How large are the two band gaps of zincblende AlN at 10.055 and 10.299 Å³/atom, if only smaller and larger volumes have been worked out? The crystal is expanded equally in all directions, so the bonds lengthen but the tetrahedra keep their shape.

Ansatz 0.2.0, scalar-relativistic PBEsol calculations with plane waves and PAW for zincblende AlN, without spin polarization and with the atoms held fixed at each volume. The plane-wave cutoff is 420 eV, the k mesh 10×10×10 for the two-atom cell, and the Gaussian smearing width 0.02 eV. Both gaps are Kohn–Sham gaps between states on the k mesh.

| volume (Å³/atom) | shortest distance (Å) | band gap (eV) | least direct gap (eV) |
| --- | --- | --- | --- |
| 9.319 | 1.822 | 3.241 | 5.130 |
| 9.494 | 1.834 | 3.234 | 4.955 |
| 9.642 | 1.843 | 3.228 | 4.811 |
| 10.055 | 1.869 | ? | ? |
| 10.299 | 1.884 | ? | ? |
| 10.772 | 1.913 | 3.178 | 3.827 |
| 11.387 | 1.948 | 3.148 | 3.361 |

The column headed band gap is the energy from the highest filled to the lowest empty state, whatever their crystal momenta. The least direct gap is the smallest such energy at a single momentum, which is what a vertical optical transition needs. In the five known rows the highest filled state lies at Γ, where the crystal momentum is zero. The lowest empty state lies at X, on the zone boundary along a cube axis, so the band gap is indirect.

**Why one gap is steep and the other flat**

From the first to the last row the direct gap falls by 1.769 eV and the indirect gap by 0.093 eV. If both start from the same filled state at Γ, as argued below, the contrast must come from the empty ones. The question is therefore what holds each empty state up in energy, and how much of that support is lost when the bonds stretch.

Standard band theory of this crystal places the least direct gap at Γ. The lowest empty state there is built from s orbitals on Al and N with opposite signs on neighbouring atoms. It is antibonding towards all four neighbours at once, which pushes it far up. Longer bonds weaken that push, and the state sinks towards the filled p-like states.

At X the wave changes sign from cell to cell in such a way that the s–s couplings to the four neighbours cancel. The empty state there owes its energy to other couplings, chiefly s on one atom with p on the other. The cancellation shows why this state need not follow the one at Γ, but it does not by itself make the gap flat, since s–p couplings weaken with distance too. What the runs show is that this state and the valence top move almost in step. On the calculation's own energy scale, whose zero shifts with volume, the valence top drops by 2.119 eV from the first row to the last and the state at X by 2.212 eV. The flat gap is the small difference of these two shifts. A crystal such as zincblende GaN, whose lowest empty state is the s-like one at Γ, behaves differently under the same expansion: its smallest gap is itself the steep one.

**From the picture to a formula**

The coupling between orbitals on neighbouring atoms scales roughly like a kinetic energy, as $1/d^2$, where $d$ is the bond length (the shortest distance in the table). In an undistorted cell $d$ grows as the cube root of the volume $V$. If the direct gap is a constant plus a term in $1/d^2$, it can be written as

$$E_\mathrm{dir}(V) = E_0 + B\left[\left(\frac{V_0}{V}\right)^{2/3} - 1\right]$$

with $V_0 = 9.642$ Å³/atom, the third row. A least-squares fit to the five known rows gives $E_0 = 4.812$ eV and $B = 13.82$ eV.

The constant matters. Between the first and last rows $1/d^2$ falls by only about 13 %, yet the direct gap loses about a third of its size. In the fitted line, the term in $1/d^2$ amounts to 13.82 eV at the third row, and the part that does not depend on volume is −9.01 eV. The gap is thus a difference between two larger terms, and a modest loss in one of them takes a large share of the difference. These terms describe the line over a limited range and are not atomic energies. The level difference between Al and N also contributes to the gap, and that part does not scale as $1/d^2$.

A common shortcut is a constant deformation potential, which makes the gap linear in $\ln V$. The known rows already speak against it here. The slope of the direct gap against $\ln V$ weakens from −9.4 eV between the first two rows to −8.4 eV between the last two, whereas its slope against $1/d^2$ changes by less than one per cent.

For the indirect gap no such simple law is at hand, since it records how closely two different states keep pace. Its curve is described by a quadratic in the same variable, fitted to the same five rows. This is a smooth interpolation and carries no mechanism.

**The forecast**

At 10.055 Å³/atom, a row that took no part in the fit, the volume factor is $(9.642/10.055)^{2/3} = 0.9724$. The direct gap should then be $4.812 + 13.82 \times (0.9724 - 1) = 4.431$ eV. The same steps serve for the second volume.

| Volume (Å³/atom) | Direct gap, forecast (eV) | Indirect gap, forecast (eV) |
|---|---|---|
| 10.055 | 4.431 ± 0.010 | 3.211 ± 0.003 |
| 10.299 | 4.217 ± 0.010 | 3.200 ± 0.003 |

Both crystals should remain indirect, and both gaps should lie between those of the known neighbours. The ranges are judgements, guided by the scatter of the fits and by how far plausible smooth curves differ. They cover the interpolation within this level of theory, not the distance to experiment.

The withheld rows as computed:

| volume (Å³/atom) | shortest distance (Å) | band gap (eV) | least direct gap (eV) |
| --- | --- | --- | --- |
| 10.055 | 1.869 | 3.213 | 4.431 |
| 10.299 | 1.884 | 3.201 | 4.217 |

**Hits and misses**

All four values fall within their ranges, and both rows are indirect. The direct gap is met to better than 0.001 eV at both volumes. The line in $\ln V$, fitted to the same rows, comes out too high by 0.017 and 0.020 eV, outside the range set for the forecast. The $1/d^2$ form is therefore the better rule for this gap over this range, though a good interpolation does not by itself establish the orbital picture behind it.

The indirect gap is the less comfortable success. The forecast is too low at both volumes, by 0.002 eV at the first and 0.001 eV at the second on the rounded table. Against the unrounded gaps, 3.2126 and 3.2015 eV, the two misses are nearly equal. These are small amounts, but several times the scatter of the quadratic about its own five points. Three adjustable constants can follow five points very closely, so that scatter was a poor guide to the error at a new volume, and the wider range was needed.

These small misses have two possible sources. The true curve need not be a quadratic. The plane-wave basis may also play a part: at a fixed cutoff the set of waves changes in steps as the cell grows, which can leave slight unevenness in an otherwise smooth curve. The unrounded gaps point to the second. Their fall per Å³/atom is 0.0416 eV from the second row to the third, only 0.0378 eV on the step to 10.055, and 0.0457 eV on the next. A gently curved trend does not slacken and steepen like that, but a small step after the third row does. The direct gap's slope against $1/d^2$ dips on the same step, as expected if the unevenness lies in the valence top that both gaps share. Repeating the series with a higher cutoff would test this reading.

**What to do with this**

First decide which gap the task needs. Near the middle of the series, an error of 1 % in the lattice constant means about 3 % in volume. That shifts the direct gap by roughly a quarter of an electronvolt, but the indirect gap by only one or two hundredths. A structure that is good enough for the smallest gap can therefore be too coarse for the onset of vertical absorption.

To fill in direct gaps between computed volumes, plot them against $V^{-2/3}$ and check that the known points lie on a line. A kink would signal that the least direct gap has moved to another momentum. For the indirect gap a smooth curve through several volumes is enough, with an error bar wider than the scatter of the fit.

Correct the absolute gaps separately. PBEsol, the density functional used here, places the gaps of AlN substantially too low, and a precise interpolation keeps that error. The functional need not misplace the states at Γ and X by the same amount, so one rigid shift may not suit both gaps.

Do not carry the flat trend far beyond the last row. There the direct gap lies only 0.213 eV above the indirect one, compared with 1.889 eV in the first row. A line through the last two rows brings the two together near 11.7 Å³/atom, in a crystal already under strong tension. This is an extrapolation, and its volume depends on how well the functional places the two empty states. Beyond such a crossing the smallest gap would be the direct one, and it would fall steeply with further expansion.

The printed output below gives the fits and the miss for each forecast.

The analysis program printed:

```
Largest difference between printed bond length and that of an undistorted zincblende cell, all rows (Å): 0.0004421
Rise of bond length from first to last row (%): 6.915
Fall of the least direct gap from first to last row (eV): 1.769
Fall of the indirect gap from first to last row (eV): 0.093
Ratio of the two falls: 19.02
Direct gap less indirect gap, first row (eV): 1.889
Direct gap less indirect gap, last row (eV): 0.213
Direct gap change per unit ln V, first two rows (eV): -9.406
Direct gap change per unit ln V, last two rows (eV): -8.393
Direct gap change per unit relative inverse square bond length, first two rows (eV): 13.88
Direct gap change per unit relative inverse square bond length, last two rows (eV): 13.81
Indirect gap change per unit ln V, first two rows (eV): -0.3762
Indirect gap change per unit ln V, last two rows (eV): -0.5403
Extrapolated volume of equal gaps, from a line through the last two rows (Å³/atom): 11.69
Forecast range of the direct gap, plus or minus (eV): 0.01
Forecast range of the indirect gap, plus or minus (eV): 0.003
fit of least_direct_gap on 5 rows: constant 4.812 +/- 0.00032, coefficient of w 13.82 +/- 0.0055; rms 0.000475, worst 9.642 0.000725, leave-one-out rms 0.000804
  rows outside the fit (model, value, miss): 10.055 4.431, 4.431, -0.000442; 10.299 4.217, 4.217, 0.000396
fit of least_direct_gap on 5 rows: constant 4.819 +/- 0.0064, coefficient of lv -8.829 +/- 0.071; rms 0.00964, worst 10.772 0.0133, leave-one-out rms 0.0196
  rows outside the fit (model, value, miss): 10.055 4.448, 4.431, 0.0174; 10.299 4.237, 4.217, 0.0197
fit of band_gap on 5 rows: constant 3.228 +/- 0.00015, coefficient of w 0.5887 +/- 0.007, coefficient of w2 -1.66 +/- 0.082; rms 0.000147, worst 9.319 -0.00018, leave-one-out rms 0.000664
  rows outside the fit (model, value, miss): 10.055 3.211, 3.213, -0.00232; 10.299 3.2, 3.201, -0.00121
```
